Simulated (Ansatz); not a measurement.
The system is MnO2.

```
CELL_PARAMETERS angstrom
2.90416 0.00000 0.00000
0.00000 3.84481 0.00000
0.00000 0.00000 6.16426
ATOMIC_POSITIONS crystal
Mn 0.50000 0.50000 0.34330
Mn 0.00000 0.00000 0.65670
O 0.50000 0.00000 0.83757
O 0.00000 0.50000 0.16243
O 0.50000 0.00000 0.42180
O 0.00000 0.50000 0.57820
```

Measurements of this composition are mostly on another form, of space group No. 136.

Base run:

| Quantity | Value |
| --- | --- |
| Program | Ansatz 0.2.0 |
| Functional | PBEsol |
| Potentials or basis | Ansatz PAW |
| Cutoff | 420 eV (not typed: the program's choice for these potentials) |
| k mesh | 8 × 6 × 4 |
| Occupations | fermi-dirac, width 0.05 eV |
| Spin | collinear spin, ferromagnetic start |
| Starting moments | [1.0, 1.0, 0.0, 0.0, 0.0, 0.0] μB |
| Fixed moment | 2 μB |

Its results: pressure -21.5 GPa; site moments Mn +0.87; O -0.03, -0.00 μB; largest force 2.538 eV/Å.

Q: The run is repeated on the same cell with these changes: fixed moment from 2 μB to 16 μB; moments at the start from [1.0, 1.0, 0.0, 0.0, 0.0, 0.0] to [8.0, 8.0, 0.0, 0.0, 0.0, 0.0]. What comes out?

A: Pressure 73.5 GPa; site moments Mn +3.73; O +1.41, +1.15 μB; largest force 5.656 eV/Å.

Caveats: the total moment is fixed, so each spin has its own Fermi level; only a ferromagnetic start was run, and an antiferromagnetic order may lie lower in energy; the PAW data sets come from PBE, with cores solved anew for the run's functional, which leaves a small shift of forces and pressure; forces of over 1 eV/Å show positions far from the minimum, so gaps and moduli don't describe the material at rest; the thresholds are loose for stress; a pressure of tens of GPa on the cell as given is suspect, and the run, the potentials or the cell itself is likely at fault (some runs).
